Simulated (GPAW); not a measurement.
Here is a GPAW 26.7.0 calculation.

File run.py:

```python
import numpy as np
from ase.dft.bandgap import bandgap
from ase.io import read, write
from gpaw import GPAW, PW
from gpaw.response.df import DielectricFunction

atoms = read('POSCAR')

calc = GPAW(mode=PW(400),
            xc='GLLBSC',
            kpts={'size': (6, 6, 6), 'gamma': True},
            occupations={'name': 'fermi-dirac', 'width': 0.001},
            nbands=19,
            convergence={'density': 1e-06},
            maxiter=150,
            txt='gpaw.txt')
atoms.calc = calc
energy = atoms.get_potential_energy()
calc.write('gs.gpw')
write('result.traj', atoms)
print('Fermi level:', round(calc.get_fermi_level(), 4), 'eV')
print(f'Gap: {bandgap(calc)[0]:.4f} eV, direct: {bandgap(calc, direct=True)[0]:.4f} eV')

for size in [(18, 18, 18)]:
    name = 'x'.join(str(n) for n in size)
    dense = calc.fixed_density(kpts={'size': size, 'gamma': True},
                               nbands=36, convergence={'bands': 30, 'eigenstates': 1e-7},
                               update_fermi_level=True, txt=f'dense-{name}.txt')
    dense.write(f'{name}.gpw', mode='all')
    df = DielectricFunction(f'{name}.gpw', frequencies=np.array([0.0]), hilbert=False, eta=0.001,
                            ecut=80, nbands=30, intraband=False, txt=f'df-{name}.txt')
    for xc in ['RPA']:
        for direction in ['x', 'y', 'z', [0, 1, 1], [1, 0, 1], [1, 1, 0]]:
            e0, e = df.get_macroscopic_dielectric_constant(xc=xc, direction=direction)
            print(f'{name} {xc} {direction}: {e0:.4f} without, {e:.4f} with local fields')
```

POSCAR

```
SnTe
1.0
    0.0000000000      3.1508500000      3.1508500000
    3.1508500000      0.0000000000      3.1508500000
    3.1508500000      3.1508500000      0.0000000000
Te Sn
1 1
Direct
    0.5000000000      0.5000000000      0.5000000000
    0.0000000000      0.0000000000      0.0000000000
```

Potentials or basis: the program's PAW data sets (release 1.2.1) made for this functional, pw.

The run is started by

```bash
$ OMP_NUM_THREADS=1 python run.py
```

Task: Predict the electronic dielectric tensor (diagonal).

Result: 2904.62.

Task: What does it give for the band gap on the k mesh, Kohn-Sham part alone?

Result: 0.02 eV, direct.

Electronic dielectric tensor:
```
2904.62    0.00    0.00
   0.00 2904.62    0.00
   0.00    0.00 2904.62
```

Caveat: the gap is small at this level, which inflates the dielectric constant; a model potential gives levels but no total energy; the long-wavelength limit can be off by a per cent or two; response on these states lacks terms of the Hamiltonian; spin-orbit coupling is left out, which moves the levels of the heavy elements.

The gap isn't set beside the measured one, since the derivative discontinuity is missing.
